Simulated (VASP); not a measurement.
# B (Pm-3m) in VASP: notebook

One crystal, B, is run at these levels: PBE+D4, PBE+TS; tasks: relaxation of cell and atoms.

Everything below comes from runs of VASP 6.6.1. Logs are shortened: lines on timing, memory, paths and dates and some standing lists are left out, and cuts for length are marked.

**1. The structure**

The structure is cubic, space group Pm-3m (No. 221). Conventional cell: a = 1.885 Å, b = 1.885 Å, c = 1.885 Å, α = 90.00°, β = 90.00°, γ = 90.00°. B (site symmetry m-3m) is surrounded by 6 B at 1.89 Å.

The cell was built by a generator and needn't be a form met in nature.

**2. Relaxation of cell and atoms, PBE+D4**

INCAR reads:

```
SYSTEM = B
  PREC = Accurate
  ENCUT = 600
  EDIFF = 1E-6
  ISMEAR = -1
  SIGMA = 0.05
  LREAL = .False.
  LASPH = .True.
  NELM = 80
  ALGO = Normal
  ISIF = 3
  LWAVE = .False.
  LCHARG = .False.
  GGA = PE
  IVDW = 13
  IBRION = 2
  NSW = 40
  EDIFFG = -0.005
```

KPOINTS reads:

```
regular mesh
0
Gamma
  14 14 14
  0 0 0
```

POSCAR reads:

```
B
1.0
    1.8852400000      0.0000000000      0.0000000000
    0.0000000000      1.8852400000      0.0000000000
    0.0000000000      0.0000000000      1.8852400000
B
1
Direct
    0.5000000000      0.5000000000      0.5000000000
```

Potentials or basis: VASP PAW PBE potentials, release 64 (B).

The run is started by

```sh
$ cat potpaw_PBE.64/B/POTCAR > POTCAR
$ mpirun -np 1 vasp_std > vasp.out
```

OUTCAR:

```text
SYSTEM = B
   PREC = Accurate
   ENCUT = 600
   EDIFF = 1E-6
   ISMEAR = -1
   LREAL = .False.
   LASPH = .True.
   NELM = 80
   ISIF = 3
   GGA = PE
   IVDW = 13
   IBRION = 2
   NSW = 40
   EDIFFG = -0.005

 ion  position               nearest neighbor table
   1  0.500  0.500  0.500-

  LATTYP: Found a simple cubic cell.
 ALAT       =     1.8852400000

  Lattice vectors:

 A1 = (   1.8852400000,   0.0000000000,   0.0000000000)
 A2 = (   0.0000000000,   1.8852400000,   0.0000000000)
 A3 = (   0.0000000000,   0.0000000000,   1.8852400000)

Analysis of symmetry for initial positions (statically):
=====================================================================
 Subroutine PRICEL returns:
 Original cell was already a primitive cell.

 Routine SETGRP: Setting up the symmetry group for a
 simple cubic supercell.

 Subroutine GETGRP returns: Found 48 space group operations
 (whereof 48 operations were pure point group operations)
 out of a pool of 48 trial point group operations.

The static configuration has the point symmetry O_h .

Analysis of symmetry for dynamics (positions and initial velocities):
=====================================================================
 Subroutine PRICEL returns:
 Original cell was already a primitive cell.

 Routine SETGRP: Setting up the symmetry group for a
 simple cubic supercell.

 Subroutine GETGRP returns: Found 48 space group operations
 (whereof 48 operations were pure point group operations)
 out of a pool of 48 trial point group operations.

The dynamic configuration has the point symmetry O_h .

 Subroutine INISYM returns: Found 48 space group operations
 (whereof 48 operations are pure point group operations),
 and found     1 'primitive' translations

----------------------------------------------------------------------------------------

                                     Primitive cell

  volume of cell :       6.7004

  direct lattice vectors                    reciprocal lattice vectors
     1.885240000  0.000000000  0.000000000     0.530436443  0.000000000  0.000000000
     0.000000000  1.885240000  0.000000000     0.000000000  0.530436443  0.000000000
     0.000000000  0.000000000  1.885240000     0.000000000  0.000000000  0.530436443

  length of vectors
     1.885240000  1.885240000  1.885240000     0.530436443  0.530436443  0.530436443

  position of ions in fractional coordinates (direct lattice)
     0.500000000  0.500000000  0.500000000

  ion indices of the primitive-cell ions
   primitive index   ion index
                 1           1

----------------------------------------------------------------------------------------
[... 61 lines left out ...]
   PREC   = accura    normal or accurate (medium, high low for compatibility)
   ISTART =      0    job   : 0-new  1-cont  2-samecut
   ICHARG =      2    charge: 1-file 2-atom 10-const
   ISPIN  =      1    spin polarized calculation?
   LNONCOLLINEAR =      F non collinear calculations
   LSORBIT =      F    spin-orbit coupling
   LASPH  =      T    aspherical Exc in radial PAW
   ENCUT  =  600.0 eV  44.10 Ry    6.64 a.u.   3.77  3.77  3.77*2*pi/ulx,y,z
   NELM   =     80;   NELMIN=  2; NELMDL= -5     # of ELM steps
   EDIFF  = 0.1E-05   stopping-criterion for ELM
   LREAL  =      F    real-space projection
   EDIFFG = -.5E-02   stopping-criterion for IOM
   NSW    =     40    number of steps for IOM
   IBRION =      2    ionic relax: 0-MD 1-quasi-New 2-CG
   NFREE  =      1    steps in history (QN), initial steepest desc. (CG)
   ISIF   =      3    stress and relaxation
   ISYM   =      2    0-nonsym 1-usesym 2-fastsym
   POTIM  = 0.5000    time-step for ionic-motion
   TEBEG  =    0.0;   TEEND  =   0.0 temperature during run
   PSTRESS=    0.0 pullay stress
   NELECT =       3.0000    total number of electrons
   NUPDOWN=      -1.0000    fix difference up-down
   EMIN   =  10.00;   EMAX   =-10.00  energy-range for DOS
   EFERMI =   0.00;   METHOD = LEGACY
   ISMEAR =    -1;   SIGMA  =   0.05  broadening in eV -4-tet -1-fermi 0-gaus
   EFERMI_NEDOS =   21; number of points for ismear=-14 and -15
   IALGO  =     38    algorithm
   IMIX   =      4    mixing-type and parameters
     AMIX     =   0.40;   BMIX     =  1.00
     AMIX_MAG =   1.60;   BMIX_MAG =  1.00
  volume/ion in A,a.u.               =       6.70        45.22
  Fermi-wavevector in a.u.,A,eV,Ry     =   1.252416  2.366723 21.341361  1.568546
  Thomas-Fermi vector in A             =   2.386317
   LORBIT       =      0    0 simple, 1 ext, 2 COOP (PROOUT), +10 PAW based schemes
   GGA     = PE    functional components
   LHFCALC =     F    Hartree Fock is set to
   AEXX    =    0.0000 exact exchange contribution
   IVDW    =    13    specifies the selected vdW correction
   LEPSILON=     F    determine dielectric tensor
   LRPA    =     F    only Hartree local field effects (RPA)
 conjugate gradient relaxation of ions
 non-spin polarized calculation
  energy-cutoff  :      600.00
  volume of cell :        6.70
 maximum number of plane-waves:       251
 NGX is ok and might be reduce to    16
   NGX =  7   NGY =  7   NGZ =  7

--------------------------------------- Ionic step        1  -------------------------------------------

 number of electron       3.0000000 magnetization

 Free energy of the ion-electron system (eV)
  ---------------------------------------------------
  ext. energy  EPLUGINS =         0.00000000
  ---------------------------------------------------
  free energy    TOTEN  =        -5.60314148 eV

  energy without entropy =       -5.59846587  energy(sigma->0) =       -5.60080368

------------------------ aborting loop because EDIFF is reached ----------------------------------------

  DFT-D4 for vdW energy calculation

  Edisp (eV):   -0.24381
[... 69 lines left out ...]
--------------------------------------- Ionic step        3  -------------------------------------------

 number of electron       3.0000000 magnetization

 Free energy of the ion-electron system (eV)
  ---------------------------------------------------
  ext. energy  EPLUGINS =         0.00000000
  ---------------------------------------------------
  free energy    TOTEN  =        -5.60059539 eV

  energy without entropy =       -5.59600748  energy(sigma->0) =       -5.59830144

 E-fermi :   7.1916     XC(G=0): -12.4689

 val. band max:        7.1305299130   @ k =   0.4286   0.2857   0.2857
 cond. band min:       7.2146427607   @ k =   0.4286   0.4286   0.2143
 fundamental gap:      0.0841128477
 Fermi energy:         7.1916469035

 k-point     1 :       0.0000    0.0000    0.0000
  band No.  band energies     occupation
      1      -8.7483      2.00000
      2      21.0808      0.00000
      3      21.0808      0.00000
      4      21.0808      0.00000
      5      31.5440      0.00000
[... 177 lines left out ...]
 k-point    24 :       0.3571    0.2143    0.0000
  band No.  band energies     occupation
      1      -2.8396      2.00000
      2       6.6426      1.99997
      3      17.3768      0.00000
      4      25.2045      0.00000
      5      29.6723      0.00000

 [... further k-points ...]

------------------------ aborting loop because EDIFF is reached ----------------------------------------

  DFT-D4 for vdW energy calculation

  Edisp (eV):   -0.24859
[... 24 lines left out ...]
  FREE ENERGIE OF THE ION-ELECTRON SYSTEM (eV)
  ---------------------------------------------------
  free  energy   TOTEN  =        -5.8491856366 eV

  energy  without entropy=       -5.8445977211  energy(sigma->0) =       -5.84689168

 reached required accuracy - stopping structural energy minimisation
```

CONTCAR:

```text
B
   1.00000000000000
     1.8719011405991488   -0.0000000000000000   -0.0000000000000000
    -0.0000000000000000    1.8719011405991488    0.0000000000000000
    -0.0000000000000000   -0.0000000000000000    1.8719011405991488
  B
     1
Direct
     0.5000000000000000    0.5000000000000000    0.5000000000000000

  0.00000000E+00  0.00000000E+00  0.00000000E+00
```

Run time: 17 s. Hardware: 1 thread of AMD EPYC 7R13 (Zen 3), shared host; peak memory 0.08 GiB.

What came out:

- Free energy: -5.8492 eV
- Relaxed volume: 6.56 Å³/atom
- Relaxed cell: a = 1.872 Å, b = 1.872 Å, c = 1.872 Å, α = 90.00°, β = 90.00°, γ = 90.00°
- Space group after relaxing (to 0.05 Å): Pm-3m (No. 221)
- Energy gained by relaxing: 2.2 meV/atom
- Ionic steps: 3
- Pressure after relaxing: 0.0 GPa
- Band gap on the k mesh: none (metal or under the smearing width)
- Dispersion energy per atom: -0.249 eV

Step by step:
| step | energy change (eV) | largest force (eV/Å) | pressure (GPa) | volume (Å³) |
| --- | --- | --- | --- | --- |
| 1 | 0.0000 | 0.0000 | -4.97 | 6.70 |
| 2 | -0.0018 | 0.0000 | 2.24 | 6.50 |
| 3 | -0.0022 | 0.0000 | 0.02 | 6.56 |

Final structure:
```yaml
crystal:
  lattice:
    - [1.87190, 0.00000, 0.00000]
    - [0.00000, 1.87190, 0.00000]
    - [0.00000, 0.00000, 1.87190]
  atoms:
    - { symbol: B, position: [0.50000, 0.50000, 0.50000] }
```

Caveat: pairwise dispersion overbinds metals, which lowers pressure and volume.

[end of part 1 of 2]
